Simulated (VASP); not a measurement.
Write the native input for VASP 6.6.1 that does the following.

```
Task                   : relaxation of cell and atoms
Functional             : PBE
Dispersion             : D3(BJ)
Potentials or basis    : VASP PAW PBE potentials, release 64 (Co, Si)
Cutoff                 : 600 eV
k mesh                 : 8 × 8 × 8
Occupations            : methfessel-paxton, width 0.1 eV
Spin                   : no spin polarisation
Further INCAR settings : ALGO = Normal; EDIFF = 1e-07; IBRION = 2; EDIFFG = -0.005; NSW = 90; ISIF = 3
```

The structure of CoSi lies in POSCAR:

```
CoSi                                    
1.0
    4.3797182145     -0.0000000000      0.0000000000
   -0.0000000000      4.3797182145      0.0000000000
    0.0000000000      0.0000000000      4.3797182145
  Co              Si            
     4     4
Direct
     0.1461988736131115    0.1461988736131115    0.1461988736131115
     0.3538011263868887    0.8538011263868885    0.6461988736131115
     0.6461988736131115    0.3538011263868887    0.8538011263868885
     0.8538011263868885    0.6461988736131115    0.3538011263868887
     0.8436725708012552    0.8436725708012552    0.8436725708012552
     0.6563274291987448    0.1563274291987448    0.3436725708012550
     0.3436725708012550    0.6563274291987448    0.1563274291987449
     0.1563274291987449    0.3436725708012550    0.6563274291987448
```

One way to write it, as run:

INCAR

```
SYSTEM = CoSi
PREC = Accurate
ENCUT = 600
EDIFF = 1E-7
ISMEAR = 1
SIGMA = 0.1
LREAL = .False.
LASPH = .True.
NELM = 80
ALGO = Normal
ISIF = 3
LWAVE = .False.
LCHARG = .False.
GGA = PE
IVDW = 12
IBRION = 2
NSW = 90
EDIFFG = -0.005
KPAR = 4
```

KPOINTS

```
Automatic mesh
0
Gamma
  8 8 8
  0 0 0
```

Potentials or basis: VASP PAW PBE potentials, release 64 (Co, Si).

The run is started by

```sh
$ cat potpaw_PBE.64/Co/POTCAR potpaw_PBE.64/Si/POTCAR > POTCAR
$ mpirun -np 4 vasp_std > vasp.out
```

It gave:

- Pressure after relaxing: 0.1 GPa
- Band gap on the k mesh: none (metal or under the smearing width)
- Dispersion energy per atom: -0.510 eV

Caveat: the relaxation stopped at its first step, so nothing moved; pairwise dispersion overbinds metals, which lowers pressure and volume.

Wall time 25 s on 4 MPI ranks on AMD EPYC 9R45 96-Core Processor (Zen 5), on a shared host, peak memory 0.27 GiB a rank.
